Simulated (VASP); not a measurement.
# Si (I4/mmm) in VASP: a series of runs

The runs below take Si through single point, with PBEsol.

Everything below comes from runs of VASP 6.6.1. Logs are shortened: lines on timing, memory, paths and dates and some standing lists are left out, and cuts for length are marked.

**1. The crystal as given**

Symmetry: I4/mmm, No. 139, tetragonal system. The conventional cell has a = 3.254 Å, b = 3.254 Å, c = 2.641 Å, α = 90.00°, β = 90.00°, γ = 90.00°. Si (site symmetry 4/mmm) is surrounded by 10 Si at 2.64 to 2.65 Å.

This isn't the form of Si at room conditions, which is diamond.

**2. Single point, PBEsol**

INCAR

```
SYSTEM = Si
PREC     = Accurate       ! precision mode
ENCUT    = 300            ! plane-wave cutoff, eV
EDIFF    = 1E-6           ! SCF threshold, eV
ISMEAR   = 0              ! smearing method
SIGMA    = 0.05           ! smearing width, eV
LREAL    = .False.        ! projectors in reciprocal space
LASPH    = .True.         ! aspherical terms in the spheres
NELM     = 100            ! most SCF steps
ALGO     = Normal         ! electronic algorithm
ISIF     = 2              ! what is computed and relaxed
LWAVE    = .False.        ! write WAVECAR
LCHARG   = .False.        ! write CHGCAR
GGA      = PS             ! functional
ADDGRID  = .False.
```

KPOINTS

```
Automatic mesh
0
Gamma
  5 5 5
  0 0 0
```

POSCAR

```
Si
1.0
   -1.6269149300      1.6269149300      1.3203298500
    1.6269149300     -1.6269149300      1.3203298500
    1.6269149300      1.6269149300     -1.3203298500
Si
1
Direct
    0.0000000000      0.0000000000      0.0000000000
```

Potentials or basis: VASP PAW PBE potentials, release 64 (Si).

Run with:

```
$ cat potpaw_PBE.64/Si/POTCAR > POTCAR
$ mpirun -np 1 vasp_std > vasp.out
```

OUTCAR:

```text
SYSTEM = Si
   PREC = Accurate
   ENCUT = 300
   EDIFF = 1E-6
   ISMEAR = 0
   LREAL = .False.
   LASPH = .True.
   NELM = 100
   ISIF = 2
   GGA = PS

 Found     18 irreducible k-points:

 Following reciprocal coordinates:
            Coordinates               Weight
  0.000000  0.000000  0.000000      1.000000
  0.200000  0.000000 -0.000000      8.000000
  0.400000  0.000000 -0.000000      8.000000
  0.200000  0.200000 -0.000000      8.000000
  0.400000  0.200000  0.000000     16.000000
 -0.400000  0.200000  0.000000     16.000000
   k-points           NKPTS =     18   k-points in BZ     NKDIM =     18   number of bands    NBANDS=      6
   number of dos      NEDOS =    301   number of ions     NIONS =      1
   total plane-waves  NPLWV =   4096
   dimension x,y,z NGX =    16 NGY =   16 NGZ =   16
   dimension x,y,z NGXF=    32 NGYF=   32 NGZF=   32
   ions per type =               1
   NGX,Y,Z   is equivalent  to a cutoff of  10.03, 10.03, 10.03 a.u.
   NGXF,Y,Z  is equivalent  to a cutoff of  20.05, 20.05, 20.05 a.u.
 SYSTEM =  Si
   PREC   = accura    normal or accurate (medium, high low for compatibility)
   ISTART =      0    job   : 0-new  1-cont  2-samecut
   ICHARG =      2    charge: 1-file 2-atom 10-const
   ISPIN  =      1    spin polarized calculation?
   LNONCOLLINEAR =      F non collinear calculations
   LSORBIT =      F    spin-orbit coupling
   LASPH  =      T    aspherical Exc in radial PAW
   ENCUT  =  300.0 eV  22.05 Ry    4.70 a.u.   3.75  3.75  3.75*2*pi/ulx,y,z
   NELM   =    100;   NELMIN=  2; NELMDL= -5     # of ELM steps
   EDIFF  = 0.1E-05   stopping-criterion for ELM
   LREAL  =      F    real-space projection
   EDIFFG = 0.1E-04   stopping-criterion for IOM
   NSW    =      0    number of steps for IOM
   IBRION =     -1    ionic relax: 0-MD 1-quasi-New 2-CG
   NFREE  =      0    steps in history (QN), initial steepest desc. (CG)
   ISIF   =      2    stress and relaxation
   ISYM   =      2    0-nonsym 1-usesym 2-fastsym
   POTIM  = 0.5000    time-step for ionic-motion
   TEBEG  =    0.0;   TEEND  =   0.0 temperature during run
   PSTRESS=    0.0 pullay stress
   NELECT =       4.0000    total number of electrons
   NUPDOWN=      -1.0000    fix difference up-down
   EMIN   =  10.00;   EMAX   =-10.00  energy-range for DOS
   EFERMI =   0.00;   METHOD = LEGACY
   ISMEAR =     0;   SIGMA  =   0.05  broadening in eV -4-tet -1-fermi 0-gaus
   EFERMI_NEDOS =   21; number of points for ismear=-14 and -15
   IALGO  =     38    algorithm
   IMIX   =      4    mixing-type and parameters
     AMIX     =   0.40;   BMIX     =  1.00
     AMIX_MAG =   1.60;   BMIX_MAG =  1.00
  volume/ion in A,a.u.               =      13.98        94.33
  Fermi-wavevector in a.u.,A,eV,Ry     =   1.078791  2.038620 15.834335  1.163791
  Thomas-Fermi vector in A             =   2.214739
   LORBIT       =      0    0 simple, 1 ext, 2 COOP (PROOUT), +10 PAW based schemes
   GGA     = PS    functional components
   LHFCALC =     F    Hartree Fock is set to
   AEXX    =    0.0000 exact exchange contribution
   IVDW    =     0    specifies the selected vdW correction
   LEPSILON=     F    determine dielectric tensor
   LRPA    =     F    only Hartree local field effects (RPA)
 non-spin polarized calculation
 Gauss-broadening in eV      SIGMA  =   0.05
  energy-cutoff  :      300.00
  volume of cell :       13.98
 maximum number of plane-waves:       169
   NGX =  7   NGY =  7   NGZ =  7

 number of electron       4.0000001 magnetization

 Free energy of the ion-electron system (eV)
  ---------------------------------------------------
  ext. energy  EPLUGINS =         0.00000000
  ---------------------------------------------------
  free energy    TOTEN  =        -5.20961165 eV

  energy without entropy =       -5.20916030  energy(sigma->0) =       -5.20938597

 E-fermi :  10.1115     XC(G=0): -11.3724

 val. band max:       10.1115025347   @ k =  -0.4000  -0.4000   0.4000
 cond. band min:      10.5066232119   @ k =   0.2000   0.2000   0.2000
 fundamental gap:      0.3951206772
 Fermi energy:        10.1115025347

 k-point     1 :       0.0000    0.0000    0.0000
  band No.  band energies     occupation
      1      -4.2103      2.00000
      2      20.1486      0.00000
      3      20.6968      0.00000
      4      20.6968      0.00000
      5      23.5511      0.00000
      6      24.4732      0.00000

 k-point     2 :       0.2000    0.0000   -0.0000
  band No.  band energies     occupation
      1      -2.8315      2.00000
      2      16.6151      0.00000
      3      16.7807      0.00000
      4      18.6197      0.00000
      5      20.9092      0.00000
      6      23.3103      0.00000

 k-point     3 :       0.4000    0.0000   -0.0000
  band No.  band energies     occupation
      1       1.2489      2.00000
      2       7.8844      2.00000
      3      15.4170      0.00000
      4      17.2523      0.00000
      5      17.4279      0.00000
      6      20.3204      0.00000

 k-point     4 :       0.2000    0.2000   -0.0000
  band No.  band energies     occupation
      1       0.1810      2.00000
      2      11.4690      0.00000
      3      12.4465      0.00000
      4      15.5291      0.00000
      5      21.4268      0.00000
      6      23.2840      0.00000

 k-point     5 :       0.4000    0.2000    0.0000
  band No.  band energies     occupation
      1       4.3746      2.00000
      2       5.8402      2.00000
      3       9.6711      2.00000
      4      15.8289      0.00000
      5      20.2926      0.00000
      6      24.5326      0.00000

 k-point     6 :      -0.4000    0.2000    0.0000
  band No.  band energies     occupation
      1      -0.6728      2.00000
      2       9.8486      2.00000
      3      13.7835      0.00000
      4      18.2978      0.00000
      5      20.8705      0.00000
      6      27.5061      0.00000

 [... further k-points ...]
[... 5 lines left out ...]
  --------------------------------------------------------------------------------------
  -------------------------------------------------------------------------------------
  Total        0.7127617      0.7127617     -0.2044709      0.0000000     -0.0000000     -0.0000000
  in kB       81.6926130     81.6926130    -23.4352731      0.0000000     -0.0000000     -0.0000000
  external PRESSURE =      46.6499843 kB  Pullay stress =       0.0000000 kB

 VOLUME and BASIS-vectors are now :
 -----------------------------------------------------------------------------
  energy-cutoff  :      300.00
  volume of cell :       13.98
      direct lattice vectors                 reciprocal lattice vectors
    -1.626914930  1.626914930  1.320329850     0.000000000  0.307330144  0.378693249
     1.626914930 -1.626914930  1.320329850     0.307330144  0.000000000  0.378693249
     1.626914930  1.626914930 -1.320329850     0.307330144  0.307330144  0.000000000

 POSITION                                       TOTAL-FORCE (eV/Angst)
 -----------------------------------------------------------------------------------
      0.00000      0.00000      0.00000         0.000000      0.000000      0.000000
 -----------------------------------------------------------------------------------
    total drift:                               -0.000000     -0.000000     -0.000000

  FREE ENERGIE OF THE ION-ELECTRON SYSTEM (eV)
  ---------------------------------------------------
  free  energy   TOTEN  =        -5.2096116484 eV

  energy  without entropy=       -5.2091602967  energy(sigma->0) =       -5.20938597
```

Run time: 0.9 s. Hardware: 1 thread of Intel Xeon 6975P-C (Granite Rapids), shared host; peak memory 0.1 GiB.

The run converged, but some of its settings lie outside the range that counts as converged, so its numbers aren't taken as properties of the crystal.

Results:

| Quantity | Value |
| --- | --- |
| Free energy | -5.2096 eV |
| Pressure | 4.7 GPa |
| Band gap on the k mesh | none (metal or under the smearing width) |

Caveat: the k mesh is coarse (spacing up to 0.61 Å⁻¹), so the values aren't converged; the cutoff is under 1.25 times the usual one of these potentials, so pressure, stress and relaxed cells hold a basis-set (Pulay) error; the PAW data sets were made with another functional, which shifts forces and pressure a little.

**3. Single point, PBEsol**

INCAR: that of step 2 with these lines changed.

```diff
@@ -2,3 +2,3 @@
 PREC     = Accurate       ! precision mode
-ENCUT    = 300            ! plane-wave cutoff, eV
+ENCUT    = 350            ! plane-wave cutoff, eV
 EDIFF    = 1E-6           ! SCF threshold, eV
```

KPOINTS is that of step 2.

POSCAR is that of step 2.

Potentials or basis: VASP PAW PBE potentials, release 64 (Si).

Run with:

```
$ cat potpaw_PBE.64/Si/POTCAR > POTCAR
$ mpirun -np 1 vasp_std > vasp.out
```

OUTCAR:

```text
SYSTEM = Si
   PREC = Accurate
   ENCUT = 350
   EDIFF = 1E-6
   ISMEAR = 0
   LREAL = .False.
   LASPH = .True.
   NELM = 100
   ISIF = 2
   GGA = PS

 Found     18 irreducible k-points:

 Following reciprocal coordinates:
            Coordinates               Weight
  0.000000  0.000000  0.000000      1.000000
  0.200000  0.000000 -0.000000      8.000000
  0.400000  0.000000 -0.000000      8.000000
  0.200000  0.200000 -0.000000      8.000000
  0.400000  0.200000  0.000000     16.000000
 -0.400000  0.200000  0.000000     16.000000
   k-points           NKPTS =     18   k-points in BZ     NKDIM =     18   number of bands    NBANDS=      6
   number of dos      NEDOS =    301   number of ions     NIONS =      1
   total plane-waves  NPLWV =   4096
   dimension x,y,z NGX =    16 NGY =   16 NGZ =   16
   dimension x,y,z NGXF=    32 NGYF=   32 NGZF=   32
   ions per type =               1
   NGX,Y,Z   is equivalent  to a cutoff of  10.03, 10.03, 10.03 a.u.
   NGXF,Y,Z  is equivalent  to a cutoff of  20.05, 20.05, 20.05 a.u.
 SYSTEM =  Si
   PREC   = accura    normal or accurate (medium, high low for compatibility)
   ISTART =      0    job   : 0-new  1-cont  2-samecut
   ICHARG =      2    charge: 1-file 2-atom 10-const
   ISPIN  =      1    spin polarized calculation?
   LNONCOLLINEAR =      F non collinear calculations
   LSORBIT =      F    spin-orbit coupling
   LASPH  =      T    aspherical Exc in radial PAW
   ENCUT  =  350.0 eV  25.72 Ry    5.07 a.u.   4.05  4.05  4.05*2*pi/ulx,y,z
   NELM   =    100;   NELMIN=  2; NELMDL= -5     # of ELM steps
   EDIFF  = 0.1E-05   stopping-criterion for ELM
   LREAL  =      F    real-space projection
   EDIFFG = 0.1E-04   stopping-criterion for IOM
   NSW    =      0    number of steps for IOM
   IBRION =     -1    ionic relax: 0-MD 1-quasi-New 2-CG
   NFREE  =      0    steps in history (QN), initial steepest desc. (CG)
   ISIF   =      2    stress and relaxation
   ISYM   =      2    0-nonsym 1-usesym 2-fastsym
   POTIM  = 0.5000    time-step for ionic-motion
   TEBEG  =    0.0;   TEEND  =   0.0 temperature during run
   PSTRESS=    0.0 pullay stress
   NELECT =       4.0000    total number of electrons
   NUPDOWN=      -1.0000    fix difference up-down
   EMIN   =  10.00;   EMAX   =-10.00  energy-range for DOS
   EFERMI =   0.00;   METHOD = LEGACY
   ISMEAR =     0;   SIGMA  =   0.05  broadening in eV -4-tet -1-fermi 0-gaus
   EFERMI_NEDOS =   21; number of points for ismear=-14 and -15
   IALGO  =     38    algorithm
   IMIX   =      4    mixing-type and parameters
     AMIX     =   0.40;   BMIX     =  1.00
     AMIX_MAG =   1.60;   BMIX_MAG =  1.00
  volume/ion in A,a.u.               =      13.98        94.33
  Fermi-wavevector in a.u.,A,eV,Ry     =   1.078791  2.038620 15.834335  1.163791
  Thomas-Fermi vector in A             =   2.214739
   LORBIT       =      0    0 simple, 1 ext, 2 COOP (PROOUT), +10 PAW based schemes
   GGA     = PS    functional components
   LHFCALC =     F    Hartree Fock is set to
   AEXX    =    0.0000 exact exchange contribution
   IVDW    =     0    specifies the selected vdW correction
   LEPSILON=     F    determine dielectric tensor
   LRPA    =     F    only Hartree local field effects (RPA)
 non-spin polarized calculation
 Gauss-broadening in eV      SIGMA  =   0.05
  energy-cutoff  :      350.00
  volume of cell :       13.98
 maximum number of plane-waves:       214
   NGX =  9   NGY =  9   NGZ =  9

 number of electron       4.0000001 magnetization

 Free energy of the ion-electron system (eV)
  ---------------------------------------------------
  ext. energy  EPLUGINS =         0.00000000
  ---------------------------------------------------
  free energy    TOTEN  =        -5.21501561 eV

  energy without entropy =       -5.21456426  energy(sigma->0) =       -5.21478994

 E-fermi :  10.1109     XC(G=0): -11.3722

 val. band max:       10.1109471180   @ k =  -0.4000  -0.4000   0.4000
 cond. band min:      10.5006379322   @ k =   0.2000   0.2000   0.2000
 fundamental gap:      0.3896908141
 Fermi energy:        10.1109471181

 k-point     1 :       0.0000    0.0000    0.0000
  band No.  band energies     occupation
      1      -4.2105      2.00000
      2      20.1427      0.00000
      3      20.6966      0.00000
      4      20.6966      0.00000
      5      23.5432      0.00000
      6      24.4730      0.00000

 k-point     2 :       0.2000    0.0000   -0.0000
  band No.  band energies     occupation
      1      -2.8317      2.00000
      2      16.6094      0.00000
      3      16.7763      0.00000
      4      18.6176      0.00000
      5      20.9011      0.00000
      6      23.3032      0.00000

 k-point     3 :       0.4000    0.0000   -0.0000
  band No.  band energies     occupation
      1       1.2480      2.00000
      2       7.8823      2.00000
      3      15.4152      0.00000
      4      17.2515      0.00000
      5      17.4190      0.00000
      6      20.3111      0.00000

 k-point     4 :       0.2000    0.2000   -0.0000
  band No.  band energies     occupation
      1       0.1804      2.00000
      2      11.4663      0.00000
      3      12.4399      0.00000
      4      15.5256      0.00000
      5      21.4148      0.00000
      6      23.2663      0.00000

 k-point     5 :       0.4000    0.2000    0.0000
  band No.  band energies     occupation
      1       4.3736      2.00000
      2       5.8384      2.00000
      3       9.6684      2.00000
      4      15.8268      0.00000
      5      20.2856      0.00000
      6      24.5171      0.00000

 k-point     6 :      -0.4000    0.2000    0.0000
  band No.  band energies     occupation
      1      -0.6733      2.00000
      2       9.8443      2.00000
      3      13.7786      0.00000
      4      18.2940      0.00000
      5      20.8617      0.00000
      6      27.4798      0.00000

 [... further k-points ...]
[... 5 lines left out ...]
  --------------------------------------------------------------------------------------
  -------------------------------------------------------------------------------------
  Total        0.7265844      0.7265844     -0.1930404      0.0000000      0.0000000      0.0000000
  in kB       83.2768907     83.2768907    -22.1251678      0.0000000      0.0000000      0.0000000
  external PRESSURE =      48.1428712 kB  Pullay stress =       0.0000000 kB

 VOLUME and BASIS-vectors are now :
 -----------------------------------------------------------------------------
  energy-cutoff  :      350.00
  volume of cell :       13.98
      direct lattice vectors                 reciprocal lattice vectors
    -1.626914930  1.626914930  1.320329850     0.000000000  0.307330144  0.378693249
     1.626914930 -1.626914930  1.320329850     0.307330144  0.000000000  0.378693249
     1.626914930  1.626914930 -1.320329850     0.307330144  0.307330144  0.000000000

 POSITION                                       TOTAL-FORCE (eV/Angst)
 -----------------------------------------------------------------------------------
      0.00000      0.00000      0.00000         0.000000      0.000000     -0.000000
 -----------------------------------------------------------------------------------
    total drift:                               -0.000000     -0.000000     -0.000000

  FREE ENERGIE OF THE ION-ELECTRON SYSTEM (eV)
  ---------------------------------------------------
  free  energy   TOTEN  =        -5.2150156144 eV

  energy  without entropy=       -5.2145642628  energy(sigma->0) =       -5.21478994
```

It took 1 s on 1 thread of Intel Xeon 6975P-C (Granite Rapids), shared host; peak memory 0.1 GiB.

These settings aren't checked as converged: the numbers below hold their error.

Results:

| Item | Value |
| --- | --- |
| Free energy | -5.2150 eV |
| Pressure | 4.8 GPa |
| Band gap on the k mesh | none (metal or under the smearing width) |

Caveat: the k mesh is coarse (spacing up to 0.61 Å⁻¹), so the values aren't converged; the PAW data sets were made with another functional, which shifts forces and pressure a little.
